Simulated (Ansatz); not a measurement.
# Blue phosphorene bilayer (AA') in a perpendicular field

Aim: how the blue phosphorene bilayer (AA') screens a field along its normal, and what the field does to its bands. A positive field points along +c.

Main program and level: Ansatz 0.2.0; plane-wave DFT, PBE-D3(BJ), Ansatz PAW, in the first sound run; inputs show where later runs differ.

Most raw output is cut from this account.

## Step 1: Starting point

The cell holds 4 atoms: 4 P. Cell: a = 3.280 Å, b = 3.280 Å, c = 23.680 Å, α = 90.0°, β = 90.0°, γ = 120.0°. Regions: layer 1: blue phosphorene, 2 atoms (2 P); layer 2: blue phosphorene, 2 atoms (2 P). Vacuum lies along c.

## Step 2: Relaxing the slab

The starting cell is a guess, so the in-plane lattice and the atoms are relaxed first, with the slab cut off from its images along the normal. The program lengthens the vector along the normal by itself, so c and the volume that it reports differ from the typed ones.

The input, input.yaml:

```yaml
crystal:
  lattice:
    - [3.28, 0.0, 0.0]
    - [-1.64, 2.8405633244, 0.0]
    - [0.0, 0.0, 23.68]
  atoms:
    - { symbol: P, position: [0.6666666667, 0.3333333333, 0.3800675676] }
    - { symbol: P, position: [0.3333333333, 0.6666666667, 0.4324324324] }
    - { symbol: P, position: [0.3333333333, 0.6666666667, 0.5675675676] }
    - { symbol: P, position: [0.6666666667, 0.3333333333, 0.6199324324] }
  periodic: [true, true, false]
kpoints:
  mp_grid: { grid: [12, 12, 1] }
hamiltonian:
  xc: pbe
  dispersion: d3bj
scf:
  occupations: { method: fermi_dirac, width: 0.05 }
  convergence: { dr2_threshold: 1.0e-09 }
relax:
  f_tol: 0.004
  max_steps: 90
  cell: {}
output:
  write_potential: true
  write_density: true
  volumetric_format: npy
```

The run is started by

```bash
ansatz run input.yaml --threads 2 --pin off --max-ram 3072MiB --backend cpu --events-out ev --progress --plain --runs-dir out
```

Wall time 35 s (2 threads of Arm Neoverse V2, shared host); peak memory 0.47 GiB; 69 s of CPU time.

The steps of the relaxation:

```tsv
step	energy less that of the first step (eV)	largest force component (eV/Å)	volume (Å³)
1	0.0000	0.4383	327.59
2	-0.1217	0.0951	325.47
3	-0.1085	0.6440	315.07
4	-0.1379	0.1099	322.20
5	-0.1434	0.0142	321.86
6	-0.1436	0.0062	321.34
7	-0.1437	0.0022	321.70
8*	-0.1435	0.0022	321.70
```

Relaxation steps marked * repeat the geometry before them on a plane-wave basis chosen anew for their cell, so energy and pressure can jump there. Relaxation step 3 was tried and not accepted.

Forces are held to the 12 operations that the run works with; a distortion that breaks them can't arise in this run.

```tsv
cell as run	before	after	change
a (Å)	3.280	3.250	-0.9 %
b (Å)	3.280	3.250	-0.9 %
```

The atoms that moved most (Å, along periodic axes as changes of fractional coordinates times the final cell, across vacuum about the mean position):

```tsv
atom	dx	dy	dz	length
P4	0.000	0.000	0.366	0.366
P1	0.000	0.000	-0.366	0.366
P2	0.000	0.000	-0.360	0.360
P3	0.000	0.000	0.360	0.360
```

Final coordinates:

```xyz
4
Lattice="3.2504 0.0000 0.0000 -1.6252 2.8149 0.0000 0.0000 0.0000 35.1600" Properties=species:S:1:pos:R:3
P     1.6252    0.9383    8.6336
P     0.0000    1.8766    9.8798
P     0.0000    1.8766   13.8002
P     1.6252    0.9383   15.0464
```

The lattice constant a goes from 3.280 to 3.250 Å.

## Step 3: Atoms held, field 0

A sawtooth potential applies the field, turning back in the middle of the vacuum. With the dipole correction the typed value is the field outside the slab. The induced dipole is small, so the SCF threshold is tight.

The cell differs from the one that the last finished run ended in (c 35.160 → 24.413 Å).

The input, input.yaml:

```yaml
crystal:
  lattice:
    - [3.2504088881, 0.0, 0.0]
    - [-1.625204444, 2.8149366698, 0.0]
    - [0.0, 0.0, 24.4128260518]
  atoms:
    - { symbol: P, position: [0.6666666667, 0.3333333333, 0.3686586707] }
    - { symbol: P, position: [0.3333333333, 0.6666666667, 0.4197043849] }
    - { symbol: P, position: [0.3333333333, 0.6666666667, 0.5802956151] }
    - { symbol: P, position: [0.6666666667, 0.3333333333, 0.6313413293] }
kpoints:
  mp_grid: { grid: [18, 18, 1] }
  band_path:
    path: [[0, 0, 0], [0.5, 0, 0], [0.33333333, 0.33333333, 0], [0, 0, 0]]
    npoints: 16
hamiltonian:
  xc: pbe
  dispersion: d3bj
scf:
  occupations: { method: fermi_dirac, width: 0.02585 }
  convergence: { dr2_threshold: 1.0e-10 }
efield:
  axis: 3
  dipole_correction: true
  ramp_position: 0.97
  ramp_width: 0.06
  amplitude: 0
output:
  dos: { projected: true, e_range: [-6, 5] }
  bader: true
  write_potential: true
  write_density: true
  volumetric_format: npy
  elf: true
```

Run time: 26 s. Hardware: 2 threads; peak memory 0.45 GiB; 52 s of CPU time.

This step gave:

```yaml
gap_on_the_k_mesh: 1.503 eV
dipole_along_the_normal: -4.65e-7 e·Å
gap_along_the_path: 1.485 eV
smallest_direct_gap_along_the_path: 1.783 eV
ionisation_energy_upper_face: 5.860 eV
electron_affinity_upper_face: 4.375 eV
gap_the_smaller_of_path_and_mesh: 1.485 eV
```

Running mean over a fixed 2.6 Å (it still follows the layers) of the planar mean; the ramp of the sawtooth is left out. Electron's electrostatic potential energy less the Fermi level against z:

```tsv
z (Å)	electron's electrostatic potential energy less the Fermi level (eV)
3	5.10
4	5.10
5	5.10
6	5.05
7	4.22
8	-1.40
9	-7.63
10	-9.06
11	-2.99
12	2.77
13	-0.406
14	-6.56
15	-9.71
16	-3.89
17	2.52
18	4.93
19	5.09
20	5.10
21	5.10
```

The density of states has structure finer than the step of the table below, so its rows give means over 0.25 eV, whole bins alone (the curve runs from -6 to 2.49 eV). Peaks (eV: height): -5.090: 5.02, -4.950: 4.95, -1.890: 4.37, -1.480: 8.35, -0.790: 6.75, 1.720: 3.92, 2.130: 5.43.

The density of states by energy, zero at the Fermi level of the run, which the smearing sets inside the gap; means over each step:

```tsv
energy (eV)	density of states (states/eV a cell)
-5.75	0.639
-5.50	0.718
-5.25	2.43
-5.00	4.16
-4.75	2.22
-4.50	2.19
-4.25	1.99
-4.00	2.10
-3.75	2.72
-3.50	2.86
-3.25	2.23
-3.00	1.35
-2.75	1.12
-2.50	2.34
-2.25	2.83
-2.00	2.67
-1.75	2.92
-1.50	4.03
-1.25	1.15
-1.00	1.73
-0.75	1.74
-0.50	0
-0.25	0
0.00	0
0.25	0
0.50	0
0.75	0.265
1.00	1.49
1.25	2.27
1.50	2.31
1.75	2.85
2.00	2.76
2.25	2.76
```

Projected DOS per atom over height of the atomic layer and energy from the Fermi level. Layers: P P P P from below.

Ten even steps from '0' (0.00 states/eV) to '9' (0.94 states/eV), each cell a mean:
```
5555
6666
6666
4444
1111
0000
0000
0000
4444
3333
9999
7777
7777
4334
4444
7777
6666
5555
5555
9999
3333
1111
```
Columns: height of the atomic layer (Å) from 9 to 15.4 (not evenly spaced); rows upwards: energy from the Fermi level (eV) from -5.96 to 2.5.

Electronic bands along the path, in eV, zero at the Fermi level of the run, which the smearing sets inside the gap:

```tsv
point	band 7	band 8	band 9	band 10	band 11	band 12	band 13	band 14
Γ	-1.10	-1.09	-1.09	-1.07	2.91	2.91	2.92	2.94
halfway	-2.49	-2.47	-1.50	-0.80	1.15	1.32	3.84	4.16
M	-3.32	-3.31	-2.64	-2.32	0.91	1.02	2.07	2.78
halfway	-3.75	-3.51	-2.56	-2.25	1.67	2.07	3.17	3.40
K	-3.08	-2.86	-2.79	-2.60	0.88	1.18	4.07	4.15
halfway	-3.82	-3.80	-1.42	-0.78	2.29	2.67	3.17	3.33
Γ	-1.10	-1.09	-1.09	-1.07	2.91	2.91	2.92	2.94
```

ELF in the ca plane at fractional y = 0.333, with atoms of P within 0.2 Å of it. It is the smooth field of the valence electrons, not physical close to the nuclei.

Ten even steps from '0' (0.00) to '9' (0.97), each cell a mean:
```
00000013688877775432000023457777888631000000
00000136899932564100000000146523999863100000
00000147999810253100000000135201899974100000
00000136899943564210000001246534999863100000
00000013578877775443100134457777887531000000
00000000123445666676300367666654432100000000
00000000000123456787300378765432100000000000
00000000124455666675200257666655442100000000
```
Columns run along c (16.0 Å, from fractional 0.18 to 0.84 of the cell), rows up along a (3.3 Å). Atoms in or near the plane, at fractional coordinates: P at (0.37, 0.67), P at (0.63, 0.67).

Electrostatic potential energy in the ca plane at fractional y = 0.333, with atoms of P within 0.2 Å of it. With pseudopotentials it is smooth inside the atoms' cores, unlike the true potential.

Values in eV, 5 rows by 16 columns, each cell a mean:
```
  4   4   4   1 -27 -14   1   3   3   1 -14 -27   1   4   4   4
  4   4   4  -1 -50 -29   1   4   4   1 -29 -50  -1   4   4   4
  4   4   4   1 -29 -15   0   3   3   0 -15 -29   1   4   4   4
  4   4   4   3  -1  -5  -4   3   3  -4  -5  -1   3   4   4   4
  4   4   4   3  -1  -5  -4   3   3  -4  -5  -1   3   4   4   4
```
Columns run along c (16.0 Å, from fractional 0.18 to 0.84 of the cell; values clipped at the 3rd and 97th percentile), rows up along a (3.3 Å). Atoms in or near the plane, at fractional coordinates: P at (0.37, 0.67), P at (0.63, 0.67).

Valence density in the ca plane at fractional y = 0.333, with atoms of P within 0.2 Å of it. It is the smooth field of the valence electrons, not physical close to the nuclei.

Values in e/Å³, 5 rows by 16 columns, each cell a mean:
```
0.00 0.00 0.01 0.15 0.55 0.52 0.15 0.02 0.02 0.15 0.52 0.55 0.15 0.01 0.00 0.00
0.00 0.00 0.01 0.26 0.42 0.46 0.10 0.01 0.01 0.10 0.46 0.42 0.26 0.01 0.00 0.00
0.00 0.00 0.01 0.16 0.55 0.53 0.15 0.02 0.02 0.15 0.53 0.55 0.16 0.01 0.00 0.00
0.00 0.00 0.00 0.04 0.21 0.39 0.27 0.05 0.05 0.27 0.39 0.21 0.04 0.00 0.00 0.00
0.00 0.00 0.00 0.04 0.20 0.38 0.27 0.05 0.05 0.27 0.38 0.20 0.04 0.00 0.00 0.00
```
Columns run along c (16.0 Å, from fractional 0.18 to 0.84 of the cell), rows up along a (3.3 Å). Atoms in or near the plane, at fractional coordinates: P at (0.37, 0.67), P at (0.63, 0.67).

The gap is 1.49 eV, with the valence edge 5.86 eV and the conduction edge 4.38 eV under the upper vacuum level.

## Step 4: Atoms held, field 0.03 V/Å

Edit input.yaml of step 3 so:

```diff
@@ -26,6 +26,4 @@
   ramp_width: 0.06
-  amplitude: 0
+  amplitude: 0.03
 output:
-  dos: { projected: true, e_range: [-6, 5] }
-  bader: true
   write_potential: true
@@ -33,2 +31 @@
   volumetric_format: npy
-  elf: true
```

Elapsed: 11 s, on 2 threads; peak memory 0.43 GiB; 22 s of CPU time.

The dipole is 0.0115 e·Å, and the gap 1.483 eV.

## Step 5: Atoms held, field -0.03 V/Å

Edit input.yaml of step 4 so:

```diff
@@ -26,3 +26,3 @@
   ramp_width: 0.06
-  amplitude: 0.03
+  amplitude: -0.03
 output:
```

Run time: 12 s. Hardware: 2 threads; peak memory 0.42 GiB.

The dipole is -0.0115 e·Å, and the gap 1.483 eV.

## Step 6: Single point, field 0.15 V/Å

Edit input.yaml of step 5 so:

```diff
@@ -26,3 +26,3 @@
   ramp_width: 0.06
-  amplitude: -0.03
+  amplitude: 0.15
 output:
```

Elapsed: 12 s, on 2 threads; peak memory 0.42 GiB; 22 s of CPU time.

The dipole is 0.0573 e·Å, and the gap 1.438 eV.

## Step 7: Single point, field 0.25 V/Å

Edit input.yaml of step 6 so:

```diff
@@ -26,3 +26,3 @@
   ramp_width: 0.06
-  amplitude: 0.15
+  amplitude: 0.25
 output:
```

Elapsed: 12 s, on 2 threads; peak memory 0.42 GiB.

The dipole is 0.0956 e·Å, and the gap 1.367 eV.

## Step 8: Single point, field -0.25 V/Å

Edit input.yaml of step 7 so:

```diff
@@ -26,4 +26,6 @@
   ramp_width: 0.06
-  amplitude: 0.25
+  amplitude: -0.25
 output:
+  dos: { projected: true, e_range: [-6, 5] }
+  bader: true
   write_potential: true
@@ -31 +33,2 @@
   volumetric_format: npy
+  elf: true
```

It took 28 s on 2 threads; peak memory 0.43 GiB; 54 s of CPU time.

The dipole is -0.0956 e·Å, and the gap 1.367 eV.

## Step 9: Response, atoms held

This step: plane-wave DFT, PBE-D3(BJ), Ansatz PAW; response to a field along the normal, atoms held (Ansatz 0.2.0).

The dipoles give the slope, and the difference of two potentials shows where the field is screened.

Numbers from this step:

| Quantity | Value |
| --- | --- |
| equivalent conductor thickness p/(ε₀AE) | 7.557 Å |
| distance between the outer atoms | 6.413 Å |

Dipole of the cell against applied field:

```tsv
applied field (V/Å)	dipole of the cell (e·Å)
-0.250	-0.0956
-0.030	-0.0115
0.000	-4.7e-7
0.030	0.0115
0.150	0.0573
0.250	0.0956
```

Local field over the applied field, running mean. From the potentials at -0.03 and 0.03 V/Å; running mean over 2.5 Å. Table of local field over applied field by z:

z (Å), local field over applied field and a bar:
```
      4.5      0.998 ##############################
      5.0      0.993 ##############################
      5.5      0.981 #############################
      6.0      0.950 ############################
      6.5      0.883 ##########################
      7.0      0.759 ######################
      7.5      0.593 #################
      8.0      0.416 ###########
      8.5      0.245 ######
      9.0      0.117 ##
      9.5      0.059 
     10.0      0.073 
     10.5      0.157 ###
     11.0      0.288 #######
     11.5      0.409 ###########
     12.0      0.479 #############
     12.5      0.472 #############
     13.0      0.391 ###########
     13.5      0.264 #######
     14.0      0.138 ###
     14.5      0.065 
     15.0      0.064 
     15.5      0.135 ##
     16.0      0.273 #######
     16.5      0.447 ############
     17.0      0.623 ##################
     17.5      0.785 #######################
     18.0      0.898 ###########################
     18.5      0.958 #############################
     19.0      0.984 ##############################
     19.5      0.994 ##############################
     20.0      0.998 ##############################
```

Electrons, planar mean, per unit field. The induced electron density by z:

```tsv
z (Å)	induced electron density (e/Å³ per V/Å)
5	3.2e-5
6	2.5e-4
7	0.00143
8	0.00341
9	8.8e-4
10	-8.5e-4
11	-0.00260
12	-8.9e-4
13	0.00301
14	5.1e-4
15	-6.2e-4
16	-0.00184
17	-0.00253
18	-5.3e-4
19	-7.7e-5
20	-9.0e-6
```

The smaller of the gaps on the path and on the k-mesh, counted as 0 under 0.03 eV. The gap by applied field:

```tsv
applied field (V/Å)	gap (eV)
-0.250	1.37
-0.030	1.48
0.000	1.49
0.030	1.48
0.150	1.44
0.250	1.37
```

By hand: between -0.03 and 0.03 V/Å the dipole changes by 0.02293 e·Å, a slope of 0.3821 e·Å²/V. A perfect conductor of thickness t has p = ε₀AEt, so t = 180.95 × 0.3821 / 9.150 = 7.56 Å (e/ε₀ = 180.95 V·Å, A in Å²).

The induced dipole is that of a conductor 7.56 Å thick.

## Step 10: Same geometry, cutoff 420 eV, functional LDA

This step: plane-wave DFT, LDA, Ansatz PAW (Ansatz 0.2.0).

The geometry is kept and the functional is LDA; other changes against the main runs: SCF threshold 1.0e-10 → 1.0e-09 eV, k-mesh 18×18×1 → 6×6×1 and no dispersion term, which doesn't act on the electrons.

The input, input.yaml:

```yaml
crystal:
  lattice:
    - [3.2504088881, 0.0, 0.0]
    - [-1.625204444, 2.8149366698, 0.0]
    - [0.0, 0.0, 24.4128260518]
  atoms:
    - { symbol: P, position: [0.6666666667, 0.3333333333, 0.3686586707] }
    - { symbol: P, position: [0.3333333333, 0.6666666667, 0.4197043849] }
    - { symbol: P, position: [0.3333333333, 0.6666666667, 0.5802956151] }
    - { symbol: P, position: [0.6666666667, 0.3333333333, 0.6313413293] }
kpoints:
  mp_grid: { grid: [6, 6, 1] }
hamiltonian:
  xc: lda
scf:
  occupations: { method: fermi_dirac, width: 0.02585 }
  convergence: { dr2_threshold: 1.0e-09 }
efield:
  axis: 3
  dipole_correction: true
  ramp_position: 0.97
  ramp_width: 0.06
  amplitude: 0.1
output:
  write_potential: true
  write_density: true
  volumetric_format: npy
```

Elapsed: 2.2 s, on 2 threads; peak memory 0.31 GiB; 3.3 s of CPU time.

This step gave:

```
dipole along the normal : 0.03881 e·Å
```

The dipole is 0.0388 e·Å.

## Step 11: Same geometry, cutoff 420 eV, functional LDA (run 2)

The same run in the opposite field.

Edit input.yaml of step 10 so:

```diff
@@ -22,3 +22,3 @@
   ramp_width: 0.06
-  amplitude: 0.1
+  amplitude: -0.1
 output:
```

Elapsed: 2 s, on 2 threads; peak memory 0.31 GiB.

The dipole is -0.0388 e·Å.

## Step 12: Response at this level

This step: plane-wave DFT, LDA, Ansatz PAW; response to a field along the normal, atoms held (Ansatz 0.2.0).

The two signs of the field give the slope at this level.

This step gave:

```yaml
equivalent_conductor_thickness_p_eps_0ae: 7.674 Å
```

The induced dipole is that of a conductor 7.67 Å thick.

## Step 13: Same geometry, cutoff 420 eV, functional PBE

This step: plane-wave DFT, PBE, Ansatz PAW (Ansatz 0.2.0).

The geometry is kept and the functional is PBE; other changes against the main runs: SCF threshold 1.0e-10 → 1.0e-09 eV, k-mesh 18×18×1 → 6×6×1 and no dispersion term, which doesn't act on the electrons.

Edit input.yaml of step 11 so:

```diff
@@ -13,3 +13,3 @@
 hamiltonian:
-  xc: lda
+  xc: pbe
 scf:
@@ -22,3 +22,3 @@
   ramp_width: 0.06
-  amplitude: -0.1
+  amplitude: 0.1
 output:
```

It took 2.2 s on 2 threads; peak memory 0.33 GiB; 3.4 s of CPU time.

The dipole is 0.0383 e·Å.

## Step 14: Same geometry, cutoff 420 eV, functional PBE (run 2)

Edit input.yaml of step 13 so:

```diff
@@ -22,3 +22,3 @@
   ramp_width: 0.06
-  amplitude: 0.1
+  amplitude: -0.1
 output:
```

It took 2.1 s on 2 threads; peak memory 0.32 GiB; 3.4 s of CPU time.

The dipole is -0.0383 e·Å.

## Step 15: Response at this level

This step: plane-wave DFT, PBE, Ansatz PAW; response to a field along the normal, atoms held (Ansatz 0.2.0).

The induced dipole is that of a conductor 7.58 Å thick.

## Step 16: Same geometry, cutoff 500 eV, functional r2SCAN

This step: plane-wave DFT, r2SCAN, Ansatz PAW (Ansatz 0.2.0).

The geometry is kept and the functional is r2SCAN; other changes against the main runs: SCF threshold 1.0e-10 → 1.0e-09 eV, cutoff 420 → 500, k-mesh 18×18×1 → 6×6×1 and no dispersion term, which doesn't act on the electrons.

Edit input.yaml of step 14 so:

```diff
@@ -13,3 +13,3 @@
 hamiltonian:
-  xc: pbe
+  xc: r2scan
 scf:
@@ -22,3 +22,3 @@
   ramp_width: 0.06
-  amplitude: -0.1
+  amplitude: 0.1
 output:
```

It took 6.7 s on 2 threads; peak memory 0.62 GiB.

The dipole is 0.0379 e·Å.

## Step 17: Same geometry, cutoff 500 eV, functional r2SCAN (run 2)

Edit input.yaml of step 16 so:

```diff
@@ -22,3 +22,3 @@
   ramp_width: 0.06
-  amplitude: 0.1
+  amplitude: -0.1
 output:
```

Wall time 11 s (2 threads); peak memory 0.63 GiB; 12 s of CPU time.

The dipole is -0.0379 e·Å.

(Part 1 of 2 ends here.)

[Logs are printed without paths, hosts, clocks, repeated set-up lines and the standing remarks that a program may print on its own settings, such as how far it seeks lower states.]

[Hosts, paths, dates, database ids (printed as entryN), source tags and the programs' standing remarks are cut or masked in the printed files.]

[Maps of the electrostatic potential energy from Ansatz leave out the sawtooth potential of an applied field or a dipole correction, so their vacuum need not be flat; planar profiles and work functions include it.]

[The density of states shown here was stored with 400 of the rows of the run's finer table, so its peaks can read low, often by over a quarter, or be missed, and its means over a window can be off by a tenth or more.]
